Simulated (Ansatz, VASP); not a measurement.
# V: VASP beside Ansatz

Contents of INCAR:

```
  ALGO = Normal
  EDIFF = 1E-6
  ENCUT = 520
  GGA = PE
  ISIF = 2
  ISMEAR = -1
  ISPIN = 2
  LASPH = T
  LCHARG = F
  LMAXMIX = 4
  LORBIT = 11
  LREAL = F
  LWAVE = F
  MAGMOM = 2
  NBANDS = 16
  NELM = 150
  PREC = Accurate
  SIGMA = 0.05
```

The input KPOINTS:

```
k-points
0
Gamma
  11 11 11
```

The input POSCAR:

```
V
1.0
   -1.5200000000      1.5200000000      1.5200000000
    1.5200000000     -1.5200000000      1.5200000000
    1.5200000000      1.5200000000     -1.5200000000
V
1
Direct
    0.0000000000      0.0000000000      0.0000000000
```

Input for Ansatz:

```yaml
crystal:
  lattice:
    - [-1.52, 1.52, 1.52]
    - [1.52, -1.52, 1.52]
    - [1.52, 1.52, -1.52]
  atoms:
    - { symbol: V, position: [0.0, 0.0, 0.0], spin: 2.0 }
magnetization:
  spin_polarized: true
hamiltonian:
  xc: pbe
  pseudopotentials: { kind: paw }
basis:
  ecutwfc: 420
kpoints:
  mp_grid: { grid: [11, 11, 11] }
scf:
  occupations: { method: fermi_dirac, width: 0.05 }
  lower_state_search: "off"
  algorithm: density_mixing
  max_iter: 70
  mixing: { algorithm: anderson, ndim: 12, beta: 0.2, preconditioner: none }
output:
  forces: true
  stress: true
```

Alike in both runs: task single point; functional PBE; k mesh 11 × 11 × 11; occupations fermi-dirac, width 0.05 eV; collinear spin.

|  | VASP | Ansatz |
| --- | --- | --- |
| version | VASP 6.6.1 | Ansatz 0.2.0 |
| potentials or method | VASP PAW PBE potentials, release 64 (V_sv) | PAW, plane waves, scalar-relativistic |
| plane-wave cutoff (eV) | 520 | 420 |
| valence electrons in the cell | 13 | 13 |

```csv
,VASP,Ansatz,Ansatz less VASP
pressure (GPa),-6.8,-7.0,-0.20
net moment per atom (μB),0.00,0.00,0.000
```

The functional is the same, so the differences come from potentials, cutoffs and numerics. Ansatz warned: «seeded_moment_not_kept».
